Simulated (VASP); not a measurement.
GaSb (soc): single point with PBEsol

GaSb (soc):

```
Ga Sb
1.0
     0.00000    3.05561    3.05561
     3.05561    0.00000    3.05561
     3.05561    3.05561    0.00000
Ga Sb
1 1
Direct
  0.00000 0.00000 0.00000
  0.25000 0.25000 0.25000
```

```yaml
Program: VASP 6.6.1
Task: single point
Functional: PBEsol
Potentials_or_basis: VASP PAW PBE potentials, release 64 (Ga_d, Sb)
Cutoff: 520 eV
k_mesh: 12 × 12 × 12
Occupations: gaussian, width 0.1 eV
Spin: non-collinear spin, zero start, spin-orbit coupling
Starting_moments: "[[0.0, 0.0, 0.0], [0.0, 0.0, 0.0]] μB"
Dipole_correction: no
Further_INCAR_settings: ALGO = Normal; EDIFF = 1e-07; NBANDS = 30
```

| Property | Result |
| --- | --- |
| Pressure | 0.2 GPa |
| Net moment | 0.00 μB per cell |
| Valence electrons inside the program's atomic spheres | Ga 11.64; Sb 2.50 |

Moments on the atoms (μB; x, y, z):
```
Ga  0.00 0.00 0.00
Sb  0.00 0.00 0.00
```

Wall time 5.6 min on 1 thread of Intel(R) Xeon(R) Platinum 8375C CPU @ 2.90GHz (Ice Lake), with other jobs on the host, peak memory 0.5 GiB.

Caveat: the PAW data sets were made with another functional, which shifts forces and pressure a little.
